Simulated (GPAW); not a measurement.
The system is SnSe2.

```
Sn Se
1.0
     3.81100    0.00000    0.00000
    -1.90550    3.30042    0.00000
     0.00000    0.00000    6.13600
Sn Se
1 2
Direct
  0.00000 0.00000 0.00000
  0.66667 0.33333 0.75100
  0.33333 0.66667 0.24900
```

| Item | Value |
| --- | --- |
| Program | GPAW 26.7.0 |
| Task | relaxation of cell and atoms |
| Functional | RPBE |
| Dispersion | D3 |
| Potentials or basis | the program's PAW data sets (release 1.2.1) made for this functional |
| Cutoff | 600 eV |
| Basis | pw |
| k mesh | 6 × 6 × 3 |
| Occupations | fermi-dirac, width 0.05 eV |
| Spin | no spin polarisation |

At the start: pressure 4.9 GPa; volume 25.73 Å³/atom.

**Question.** Where does the relaxation end?

**Answer.** Over 14 steps the energy falls by 29.6 meV/atom and the volume is 27.29 Å³/atom (+6.1 %); space group P-3m1 (No. 164, to 0.05 Å).

The path:
```tsv
step	energy change (eV)	largest force (eV/Å)	pressure (GPa)	volume (Å³)
1	0.0000	0.8415	4.92	77.18
2	-0.0407	0.5835	3.56	78.05
3	-0.0864	0.0064	0.51	80.36
4	-0.0869	0.0505	0.25	80.62
5	-0.0871	0.0612	0.14	80.77
6	-0.0876	0.0617	-0.04	81.13
7	-0.0880	0.0389	-0.08	81.37
8	-0.0881	0.0133	-0.03	81.42
9	-0.0881	0.0020	0.01	81.41
10	-0.0882	0.0081	0.06	81.39
11	-0.0883	0.0196	0.12	81.41
12	-0.0885	0.0258	0.15	81.52
13	-0.0887	0.0190	0.11	81.73
14	-0.0887	0.0062	0.04	81.86
```

Final structure:
```yaml
crystal:
  lattice:
    - [3.87007, 0.00000, 0.00000]
    - [-1.93504, 3.35158, 0.00000]
    - [0.00000, 0.00000, 6.31138]
  atoms:
    - { symbol: Sn, position: [0.00000, 0.00000, 0.00000] }
    - { symbol: Se, position: [0.66667, 0.33333, 0.74756] }
    - { symbol: Se, position: [0.33333, 0.66667, 0.25244] }
```

Caveat: later steps reuse the first step's grids.
